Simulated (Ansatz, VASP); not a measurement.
# Cross-check of HfS2 between VASP and Ansatz, part 2 of 2

Wanted: the spread between two codes on one cell, functional and k mesh. Of the first pair: The structure shown is the start of the Ansatz relaxation below; VASP solves that cell, so the two are compared at the walk's first step.

VASP 6.6.1 and Ansatz 0.2.0.

So far. Step 4 (Comparison): The forces differ by 32 meV/Å r.m.s., which is 18.5 % of the r.m.s. force of 0.172 eV/Å (both taken over all components). With vacuum in the cell, a pressure given here is an average over mostly empty space and none of the material.

### 6. Ansatz: relaxation, revPBE

Level of this step: Ansatz beside VASP: Kohn-Sham DFT, plane waves, revPBE (Ansatz).

This run makes the geometry at which the two programs are then compared.

The structure compared here is the end of the Ansatz relaxation.

Contents of input.yaml:

```yaml
crystal:
  lattice:
    - [3.53649189, 0.0, 0.0]
    - [-1.76824595, 3.06269182, 0.0]
    - [0.0, 0.0, 18.8475]
  atoms:
    - { symbol: Hf, position: [0.0, 0.0, 0.5] }
    - { symbol: S, position: [0.33333333, 0.66666667, 0.42170327] }
    - { symbol: S, position: [0.66666667, 0.33333333, 0.57829673] }
  periodic: [true, true, false]
kpoints:
  mp_grid: { grid: [7, 7, 1] }
scf:
  occupations: { method: fermi_dirac, width: 0.05 }
hamiltonian:
  xc: revpbe
output:
  forces: true
  stress: true
relax:
  f_tol: 0.02
  max_steps: 50
  cell: {}
```

Command:

```console
> ansatz run input.yaml --threads 1 --pin off --max-ram 4096MiB --backend cpu --events-out ev --progress --plain --runs-dir out
```

Numbers of over 12 decimals in the logs are rounded to 6 here.

Output:

```text
[...]
Crystal: 3 atoms, lattice volume = 321.716 Å³
Basis set: ecut = 420 eV, 6249 PW (Γ), exchange–correlation on 48×48×400 points (8 copies of the dense FFT grid, shifted against one another)
Bands: 23, of which v1, the nominal top of the filled ones, is band 19 counted from 1 (18 counted from 0)
Symmetry: 12 space group operations
[...]
0.000000       0.000000      -0.000000
  P = ½ c Tr σ = -0.0063 N/m
--- Relaxed structure (4 steps of the walk, 4 accepted, 1 SCFs on fresh bases) ---
[...]
cell:  # Å, volume = 348.4470 Å³
    - [3.680480, 3.004285232512745e-9, 0]
    - [-1.840240, 3.187389, 0]
    - [0, 0, 29.702790]
  atoms:
    - { symbol: Hf, position: [0, 0, 0.317268] }
    - { symbol: S, position: [0.333333, 0.666667, 0.268578] }
    - { symbol: S, position: [0.666667, 0.333333, 0.365958] }
[key lines of the parts left out:]
SCF converged after 7 iterations
Free energy (F): -17544.104840 eV
Fermi energy:    -5.695390 eV
```

### 7. VASP: single point, revPBE, relaxed cell, pair 2

The same cell, functional, mesh and smearing now go to VASP, with its own data sets.

Contents of INCAR:

```
SYSTEM = HfS2
PREC = Accurate
ENCUT = 400
EDIFF = 1E-06
NELM = 120
ISMEAR = -1
SIGMA = 0.05
LREAL = .FALSE.
ALGO = Normal
GGA = RE
NBANDS = 17
LASPH = .TRUE.
LORBIT = 11
LWAVE = .FALSE.
LCHARG = .FALSE.
ISIF = 2
LDIPOL = .TRUE.
IDIPOL = 3
DIPOL = 0.5 0.5 0.317
LVHAR = .TRUE.
GGA_COMPAT = .FALSE.
EFERMI = MIDGAP
NELMDL = -8
```

Contents of POSCAR:

```
HfS2
1.0
    3.6804798452      0.0000000030      0.0000000000
   -1.8402399252      3.1873890426      0.0000000000
    0.0000000000      0.0000000000     29.7027904747
Hf S
1 2
Direct
    0.0000000000      0.0000000000      0.3172681707
    0.3333333333      0.6666666667      0.2685782606
    0.6666666667      0.3333333333      0.3659580808
```

Contents of KPOINTS:

```
Automatic mesh
0
Gamma
7 7 1
0 0 0
```

PAW data sets: Hf_pv and S (PBE family, release 64).

Command:

```console
> mpirun -np 1 vasp_std
```

Output:

```text
[banner, memory and clock lines left out]
running    1 mpi-ranks, on    1 nodes
[...]
[... a notice as in an earlier step ...]

 LDA part: xc-table for (Slater+PW92), standard interpolation
 POSCAR, INCAR and KPOINTS ok, starting setup
[...]
entering main loop
       N       E                     dE             d eps       ncg     rms          rms(c)
DAV:   1     0.108473718995E+03    0.10847E+03   -0.82141E+03   336   0.742E+02
DAV:   2    -0.889975654515E+01   -0.11737E+03   -0.11556E+03   377   0.160E+02
DAV:   3    -0.238278946770E+02   -0.14928E+02   -0.14889E+02   390   0.572E+01
DAV:   4    -0.240467407545E+02   -0.21885E+00   -0.21830E+00   399   0.885E+00
[...]
DAV:  25    -0.221061309668E+02   -0.29872E-05   -0.87897E-08   305   0.770E-04    0.242E-04
DAV:  26    -0.221061320110E+02   -0.10442E-05   -0.13363E-08   304   0.328E-04    0.387E-04
DAV:  27    -0.221061325428E+02   -0.53187E-06   -0.78963E-09   276   0.226E-04
   1 F= -.22106133E+02 E0= -.22106132E+02  d E =-.109504E-06
```

Parts of OUTCAR (step 7):

```text
  Total       -0.2921349     -0.2921349     -0.2205044      0.0000000     -0.0000000     -0.0000000
  in kB       -1.3432511     -1.3432511     -1.0138905      0.0000000     -0.0000000     -0.0000000
  external PRESSURE =      -1.2334642 kB  Pullay stress =       0.0000000 kB

 POSITION                                       TOTAL-FORCE (eV/Angst)
 -----------------------------------------------------------------------------------
      0.00000      0.00000      9.42375        -0.000000     -0.000000      0.000000
     -0.00000      2.12493      7.97752        -0.000000      0.000000      0.067239
      1.84024      1.06246     10.86998         0.000000      0.000000     -0.067239
 -----------------------------------------------------------------------------------
    total drift:                               -0.000000     -0.000000     -0.000031

  FREE ENERGIE OF THE ION-ELECTRON SYSTEM (eV)
  ---------------------------------------------------
  free  energy   TOTEN  =       -22.1061325428 eV

  energy  without entropy=      -22.1061324333  energy(sigma->0) =      -22.10613249

[... 1 part as in an earlier step ...]

[... 2 further parts left out ...]
[key lines of the parts left out:]
E-fermi :  -3.8503
```

### 8. Differences

What differs besides the data sets and the points named for the pairs above, as far as they apply: the data sets hold 38 valence electrons in Ansatz (on its default PAW (the set named soft_2) files) and 22 in VASP. Total energies have different zeros and are not compared.

The two programs side by side:

| quantity | Ansatz | VASP | difference |
| --- | --- | --- | --- |
| gap on the k mesh (eV) | 1.444 | 1.452 | -0.008 |

Forces (eV/Å; atoms numbered as in POSCAR):

```csv
atom,"Ansatz x, y, z","VASP x, y, z"
Hf1,"0.000, 0.000, 0.000","0.000, 0.000, 0.000"
S2,"0.000, 0.000, 0.001","0.000, 0.000, 0.067"
S3,"0.000, 0.000, -0.001","0.000, 0.000, -0.067"
```

The forces differ by 31 meV/Å r.m.s., where the r.m.s. force is 0.000 eV/Å in Ansatz and 0.032 eV/Å in VASP: the atoms lie near their places of rest in Ansatz, so a percentage would say little (all taken over all components). A gap on the mesh is an upper bound, since the band edges may lie between its points; neither run holds spin-orbit coupling, which can move the band edges of a compound of Hf. With vacuum in the cell, a pressure given here is an average over mostly empty space and none of the material.

### 9. What came out

```
r.m.s. force difference (single point, revPBE, start cell, pair 1)   : 32 meV/Å
r.m.s. force difference (single point, revPBE, relaxed cell, pair 2) : 31 meV/Å
```

What this shows: The r.m.s. force difference is 32 meV/Å (single point, revPBE, start cell, pair 1), beyond the 12 meV/Å picked in this series as the mark of a large difference. The data sets hold unlike numbers of valence electrons (38 in Ansatz and 22 in VASP), so part of the differences comes from the potentials. For single point, revPBE, start cell, pair 1, no further run moves any of the tabulated differences by more than a quarter of its size. What causes the difference of the single point, revPBE, relaxed cell, pair 2 pair stays open here. Such differences can come from data sets, numerical settings and the points named under the comparisons, not from the functional's error against experiment.

[Lines on the potential files, build, host, timing and source positions are cut from VASP's logs without a mark.]

[Logs are printed without paths, hosts, clocks, repeated set-up lines and the standing remarks that a program may print on its own settings, such as how far it seeks lower states.]

[Hosts, paths, dates, database ids (printed as entryN), source tags and the programs' standing remarks are cut or masked in the printed files.]
